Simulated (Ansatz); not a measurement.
# TaN: the cost of one run

Program: Ansatz 0.2.0. Level of theory: DFT PBE+U (U = 4 eV, J = 0.9 eV on Ta d), plane waves, PAW, no spin–orbit coupling unless a run says so. These are calculated values, not measurements.

2 further runs of the same task are left out: 2 that didn't finish. Runs told in other sessions of the task aren't counted.

**1. The structure to begin with**

It takes space group P6_3/mmc (No. 194, hexagonal). Conventional cell: a = 3.048 Å, b = 3.048 Å, c = 4.918 Å, α = 90.00°, β = 90.00°, γ = 120.00°. Around Ta (site symmetry -3m) lie 6 N at 2.15 Å and 2 Ta at 2.46 Å. N (site symmetry -6m2) is surrounded by 6 Ta at 2.15 Å.

As a file:

```cif
data_structure
_symmetry_space_group_name_H-M 'P 1'
_symmetry_Int_Tables_number 1
_cell_length_a 3.0480
_cell_length_b 3.0480
_cell_length_c 9.8360
_cell_angle_alpha 90.000
_cell_angle_beta 90.000
_cell_angle_gamma 120.000
_cell_volume 79.14
loop_
_atom_site_label
_atom_site_type_symbol
_atom_site_fract_x
_atom_site_fract_y
_atom_site_fract_z
_atom_site_occupancy
Ta1 Ta 0.00000 0.00000 0.00000 1
Ta2 Ta 0.00000 0.00000 0.25000 1
N1 N 0.33333 0.66667 0.12500 1
N2 N 0.66667 0.33333 0.37500 1
Ta3 Ta 0.00000 0.00000 0.50000 1
Ta4 Ta 0.00000 0.00000 0.75000 1
N3 N 0.33333 0.66667 0.62500 1
N4 N 0.66667 0.33333 0.87500 1
```

**2. Ferromagnetic start, free, symmetry kept, no search**

Contents of input.yaml:

```yaml
crystal:
  lattice:
    - [3.04800184, 0.0, 0.0]
    - [-1.52400092, 2.63964703, 0.0]
    - [0.0, 0.0, 9.83599956]
  atoms:
    - { symbol: Ta, position: [0.0, 0.0, 0.0], spin: 2.0 }
    - { symbol: Ta, position: [0.0, 0.0, 0.25], spin: 2.0 }
    - { symbol: "N", position: [0.3333333333, 0.6666666667, 0.125] }
    - { symbol: "N", position: [0.6666666667, 0.3333333333, 0.375] }
    - { symbol: Ta, position: [0.0, 0.0, 0.5], spin: 2.0 }
    - { symbol: Ta, position: [0.0, 0.0, 0.75], spin: 2.0 }
    - { symbol: "N", position: [0.3333333333, 0.6666666667, 0.625] }
    - { symbol: "N", position: [0.6666666667, 0.3333333333, 0.875] }
basis:
  ecutwfc: 420
  ecutrho_ratio: 4
kpoints:
  mp_grid: { grid: [7, 7, 2] }
hamiltonian:
  xc: pbe
  hubbard:
    sites:
      - { site: 0, l: d, u: 4.0, j: 0.9 }
      - { site: 1, l: d, u: 4.0, j: 0.9 }
      - { site: 4, l: d, u: 4.0, j: 0.9 }
      - { site: 5, l: d, u: 4.0, j: 0.9 }
scf:
  occupations: { method: gaussian, width: 0.05 }
  lower_state_search: "off"
  max_iter: 150
output:
  forces: true
  stress: true
  eigenvalues: true
  populations: true
  hubbard:
    sites:
      - { site: 0, l: d }
      - { site: 1, l: d }
      - { site: 4, l: d }
      - { site: 5, l: d }
magnetization:
  spin_polarized: true
```

Started as:

```sh
$ ansatz run input.yaml --threads 4 --pin off --max-ram 6144MiB --backend cpu --events-out ev --progress --plain --runs-dir out
```

Q: Estimate wall time and peak memory on 4 threads of Arm Neoverse V2, shared host.

About 25 s, with a peak of 0.71 GiB.
